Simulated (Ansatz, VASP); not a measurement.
# Two plane-wave programs on Ni

POSCAR

```
Ni
1.0
    1.8737968294     -3.1757381341      0.0000000000
    1.8737968294      3.1757381341      0.0000000000
    0.0000000000      0.0000000000      3.7525785973
Ni
4
Direct
    0.1525000000      0.8475000000      0.0785000000
    0.6525000000      0.3475000000      0.4215000000
    0.8475000000      0.1525000000      0.9215000000
    0.3475000000      0.6525000000      0.5785000000
```

INCAR.step1

```
PREC     = Accurate       # precision mode
ENCUT    = 520            # plane-wave cutoff, eV
ISMEAR   = 0              # smearing method
SIGMA    = 0.1            # smearing width, eV
LREAL    = F              # projectors in reciprocal space
LASPH    = T              # aspherical terms in the spheres
NELM     = 150            # most SCF steps
ISPIN    = 2              # spin polarisation
MAGMOM   = 2 2 2 2        # initial moments
LMAXMIX  = 4              # l up to which the mixer works
NBANDS   = 32             # bands
GGA      = PE             # functional
ALGO     = Normal         # electronic algorithm
EDIFF    = 1E-4           # SCF threshold, eV
LWAVE    = T              # write WAVECAR
LCHARG   = F              # write CHGCAR
```

INCAR.step2

```
PREC     = Accurate       # precision mode
ENCUT    = 520            # plane-wave cutoff, eV
EDIFF    = 1E-7           # SCF threshold, eV
ISMEAR   = 0              # smearing method
SIGMA    = 0.1            # smearing width, eV
LREAL    = F              # projectors in reciprocal space
LASPH    = T              # aspherical terms in the spheres
NELM     = 150            # most SCF steps
ALGO     = Normal         # electronic algorithm
ISIF     = 2              # what is computed and relaxed
LWAVE    = F              # write WAVECAR
LCHARG   = F              # write CHGCAR
ISPIN    = 2              # spin polarisation
MAGMOM   = 2 2 2 2        # initial moments
LORBIT   = 11             # projections on sites
LMAXMIX  = 4              # l up to which the mixer works
METAGGA  = R2SCAN         # meta-GGA
LMIXTAU  = T            
NBANDS   = 32             # bands
ISTART   = 1
```

File KPOINTS:

```
Automatic mesh
0
Gamma
  6 6 6
```

Input for Ansatz:

```yaml
crystal:
  lattice:
    - [1.8737968294, -3.1757381341, 0.0]
    - [1.8737968294, 3.1757381341, 0.0]
    - [0.0, 0.0, 3.7525785973]
  atoms:
    - { symbol: Ni, position: [0.1525, 0.8475, 0.0785], spin: 2.0 }
    - { symbol: Ni, position: [0.6525, 0.3475, 0.4215], spin: 2.0 }
    - { symbol: Ni, position: [0.8475, 0.1525, 0.9215], spin: 2.0 }
    - { symbol: Ni, position: [0.3475, 0.6525, 0.5785], spin: 2.0 }
basis:
  ecutwfc: 500
kpoints:
  mp_grid: { grid: [6, 6, 6] }
hamiltonian:
  xc: r2scan
scf:
  occupations: { method: gaussian, width: 0.1 }
  lower_state_search: "off"
output:
  forces: true
  stress: true
  eigenvalues: true
  populations: true
magnetization:
  spin_polarized: true
```

Alike in both runs: task single point; functional r2SCAN; k mesh 6 × 6 × 6; occupations gaussian, width 0.1 eV; collinear spin.

|  | VASP | Ansatz |
| --- | --- | --- |
| version | VASP 6.6.1 | Ansatz 0.2.0 |
| potentials or method | VASP PAW PBE potentials, release 64 (Ni) | scalar-relativistic, plane waves, PAW |
| plane-wave cutoff (eV) | 520 | 500 |
| valence electrons in the cell | 40 | 72 |

|  | VASP | Ansatz | Ansatz less VASP |
| --- | --- | --- | --- |
| gap on the k mesh at the Fermi level (eV) | none | none | - |
| rms of the force components (eV/Å) | 0.534 | 0.531 | -0.0023 |
| net moment per atom (μB) | 0.77 | 0.79 | +0.025 |
| size of the moment on the site where the two differ most (μB) | 0.76 | 0.84 | +0.081 |

Site moments also hang on the region over which each program counts them. Atom by atom the forces differ by 0.002 eV/Å (rms over components). A gap of «none» marks a metal or a gap that the smearing closes. The two sets of potentials don't hold the same shells in valence. Ansatz warned: «stability_check_not_made».

Caveats: the PAW data sets were made with another functional, which shifts forces and pressure a little (VASP).
